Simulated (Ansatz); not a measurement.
# CuO: the cost of one run

Program: Ansatz 0.2.0. Level of theory: DFT PBE+U (U_eff = 8 eV on Cu d), plane waves, PAW. These are calculated values, not measurements.

### Step 1. The structure to begin with

Symmetry: P6_3/mmc, No. 194, hexagonal system. The conventional cell has a = 3.180 Å, b = 3.180 Å, c = 4.431 Å, α = 90.00°, β = 90.00°, γ = 120.00°. Cu (site symmetry -3m) is surrounded by 6 O at 2.14 Å and 2 Cu at 2.22 Å. O (site symmetry -6m2) is surrounded by 6 Cu at 2.14 Å.

Coordinates:

```cif
data_structure
_symmetry_space_group_name_H-M 'P 1'
_symmetry_Int_Tables_number 1
_cell_length_a 3.1795
_cell_length_b 3.1795
_cell_length_c 4.4315
_cell_angle_alpha 90.000
_cell_angle_beta 90.000
_cell_angle_gamma 120.000
_cell_volume 38.80
loop_
_atom_site_label
_atom_site_type_symbol
_atom_site_fract_x
_atom_site_fract_y
_atom_site_fract_z
_atom_site_occupancy
Cu1 Cu 0.00000 0.00000 0.00000 1
Cu2 Cu 0.00000 0.00000 0.50000 1
O1 O 0.33333 0.66667 0.25000 1
O2 O 0.66667 0.33333 0.75000 1
```

Magnetic order typed: opposed in the cell.

### Step 2. From atoms, symmetry kept, no search

File input.yaml:

```yaml
crystal:
  lattice:
    - [3.1795331, 0.0, 0.0]
    - [-1.58976655, 2.75355644, 0.0]
    - [0.0, 0.0, 4.43149073]
  atoms:
    - { symbol: Cu, position: [0.0, 0.0, 0.0], spin: 1.0 }
    - { symbol: Cu, position: [0.0, 0.0, 0.5], spin: -1.0 }
    - { symbol: O, position: [0.3333333333, 0.6666666667, 0.25] }
    - { symbol: O, position: [0.6666666667, 0.3333333333, 0.75] }
basis:
  ecutwfc: 420
  ecutrho_ratio: 4
kpoints:
  mp_grid: { grid: [7, 7, 4] }
hamiltonian:
  xc: pbe
  hubbard:
    sites: [{ site: 0, l: d, u_eff: 8.0 }, { site: 1, l: d, u_eff: 8.0 }]
scf:
  occupations: { method: gaussian, width: 0.05 }
  lower_state_search: "off"
  max_iter: 150
output:
  forces: true
  stress: true
  eigenvalues: true
  populations: true
  hubbard: { sites: [{ site: 0, l: d }, { site: 1, l: d }] }
magnetization:
  spin_polarized: true
```

The run is started by

```bash
$ ansatz run input.yaml --threads 2 --pin off --max-ram 3072MiB --backend cpu --events-out ev --progress --plain --runs-dir out
```

Q: Estimate wall time and peak memory on 2 threads of Arm Neoverse V1, shared host.

About 4.7 s, with a peak of 0.37 GiB.
